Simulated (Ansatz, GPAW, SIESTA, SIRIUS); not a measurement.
**One calculation of MgS, 4 ways**

```
S Mg
1.0
     0.00000    2.83312    2.83312
     2.83312    0.00000    2.83312
     2.83312    2.83312    0.00000
S Mg
1 1
Direct
  0.25000 0.25000 0.25000
  0.00000 0.00000 0.00000
```

The cell comes from a database or a generator and needn't be the stable form of this composition.

Alike in all runs: task equation of state; functional PBEsol; k mesh 8 × 8 × 8; occupations fermi-dirac, width 0.05 eV; no spin polarisation; no spin-orbit coupling.

| program and potentials | plane-wave cutoff (eV) | notes | equilibrium volume (Å³/atom) | bulk modulus (GPa) |
| --- | --- | --- | --- | --- |
| SIESTA, files PseudoDojo sr-pbesol-0.4.1-standard, DZP (energy shift 0.003 Ry; two zetas on semicore shells) | - | atomic basis | 23.24 | 54.9 |
| GPAW, PAW data sets generated for this functional | 800 | - | 22.60 | 57.9 |
| SIRIUS, all-electron FP-LAPW, apw+lo standard | - | - | 22.55 | 57.8 |
| Ansatz, all-electron LAPW, scalar-relativistic | - | - | 22.56 | 57.7 |

The equilibrium volume spans 22.55 (SIRIUS, all-electron FP-LAPW, apw+lo standard) to 23.24 Å³/atom (SIESTA, files PseudoDojo sr-pbesol-0.4.1-standard, DZP (energy shift 0.003 Ry; two zetas on semicore shells)), with all-electron results at 22.55 to 22.56. The bulk modulus spans 54.9 (SIESTA, files PseudoDojo sr-pbesol-0.4.1-standard, DZP (energy shift 0.003 Ry; two zetas on semicore shells)) to 57.9 GPa (GPAW, PAW data sets generated for this functional), with all-electron results at 57.7 to 57.8. The bulk modulus of SIESTA, files PseudoDojo sr-pbesol-0.4.1-standard, DZP (energy shift 0.003 Ry; two zetas on semicore shells) lies far from the others; the cause wasn't traced. Rows in atomic bases carry the error of their basis and grid, which can be large.

Differences between rows come from potentials, basis sets and numerical settings, since the functional is the same but for its coding. Runs on potential files found faulty are left out.
